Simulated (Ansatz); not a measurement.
# Carriers in AgBr (Fm-3m)

```
CELL_PARAMETERS angstrom
0.00000 2.83769 2.83769
2.83769 0.00000 2.83769
2.83769 2.83769 0.00000
ATOMIC_POSITIONS crystal
Ag 0.00000 0.00000 0.00000
Br 0.50000 0.50000 0.50000
```

The conventional cell has a = 5.675 Å, b = 5.675 Å, c = 5.675 Å, α = 90.00°, β = 90.00°, γ = 90.00°. Ag (atom 1) is surrounded by 6 Br at 2.84 Å. Around Br (atom 2) lie 6 Ag at 2.84 Å.

Computed, not measured; unless marked otherwise by PBEsol, all-electron LAPW in Ansatz 0.2.0, scalar-relativistic. k mesh 6×6×6, fixed occupations, basis error target 1 meV/atom. The cell was relaxed by PAW under this functional.

Extrema are searched on a 12×12×12 mesh and refined by Newton steps; masses come from band slopes 0.005 Å⁻¹ away, 1/m* = (1/ħ²) d²E/dk², negative for holes (the finite step makes the lightest masses up to about 3 % heavy). k is in units of the reciprocal vectors.

Where are the band edges, and is the gap direct?

The valence maximum lies at L (0.000, 0.000, -0.500) and the conduction minimum at Gamma (0.000, 0.000, 0.000), so the Kohn-Sham gap of 0.499 eV is indirect; the least direct gap on the mesh is 2.573 eV.

What are the electron masses at the edge?

The principal masses are 0.181, 0.181, 0.181 mₑ. One valley has a density-of-states mass (m₁m₂m₃)^(1/3) = 0.181; the direction-averaged conductivity mass 3/Σ(1/mᵢ) is 0.181 mₑ.

Several bands lie at or near the hole edge, or its surface isn't an ellipsoid. What are the masses by direction?

```json
{"direction": "100", "branch from the edge": "1", "its level at the point (eV from the edge)": "0.000", "m*/mₑ": "-4.04"}
{"direction": "100", "branch from the edge": "2", "its level at the point (eV from the edge)": "0.000", "m*/mₑ": "-0.262"}
{"direction": "010", "branch from the edge": "1", "its level at the point (eV from the edge)": "0.000", "m*/mₑ": "-4.04"}
{"direction": "010", "branch from the edge": "2", "its level at the point (eV from the edge)": "0.000", "m*/mₑ": "-0.262"}
{"direction": "001", "branch from the edge": "1", "its level at the point (eV from the edge)": "0.000", "m*/mₑ": "-4.04"}
{"direction": "001", "branch from the edge": "2", "its level at the point (eV from the edge)": "0.000", "m*/mₑ": "-0.262"}
{"direction": "110", "branch from the edge": "1", "its level at the point (eV from the edge)": "0.000", "m*/mₑ": "-0.929"}
{"direction": "110", "branch from the edge": "2", "its level at the point (eV from the edge)": "0.000", "m*/mₑ": "-0.479"}
{"direction": "1-10", "branch from the edge": "1", "its level at the point (eV from the edge)": "0.000", "m*/mₑ": "-0.829"}
{"direction": "1-10", "branch from the edge": "2", "its level at the point (eV from the edge)": "0.000", "m*/mₑ": "-0.265"}
{"direction": "111", "branch from the edge": "1", "its level at the point (eV from the edge)": "0.000", "m*/mₑ": "-0.549"}
{"direction": "111", "branch from the edge": "2", "its level at the point (eV from the edge)": "0.000", "m*/mₑ": "-0.35"}
{"direction": "11-2", "branch from the edge": "1", "its level at the point (eV from the edge)": "0.000", "m*/mₑ": "-1.94"}
{"direction": "11-2", "branch from the edge": "2", "its level at the point (eV from the edge)": "0.000", "m*/mₑ": "-0.489"}
```

Along the Cartesian direction 010 the conduction slope is 0.2102 eV·Å one step out. What is it four steps out, and what does that say?

0.8382 eV·Å, 3.988 times the first; a parabola would give 4, so the band is nearly parabolic here.

What electronic dielectric constant and refractive index follow from the same bands (independent particles)?

ε∞ = (6.84, 6.84, 6.84), so n ≈ √ε∞ = 2.61 (mean over directions) well under the gap and the normal reflectivity is ((n − 1)/(n + 1))² = 0.200. With the conductivity mass, a hydrogenic donor screened by ε∞ alone would bind by 13.6 eV × m*/ε∞² = 53 meV; static screening by the ions makes it shallower. Local fields, left out here, lower ε∞ by several per cent.

What gap does PAW give in the same cell?

0.498 eV, -1 meV from the LAPW value.

Known limits: no spin-orbit coupling on heavy atoms; semilocal gaps are low, and what follows the gap (onsets, screening, light masses) shifts with it; without spin-orbit coupling, bands that meet at the valence top are not the light and heavy holes of experiment; the frozen-core PAW files of the compared runs were fitted under PBE, their cores solved anew for this functional.
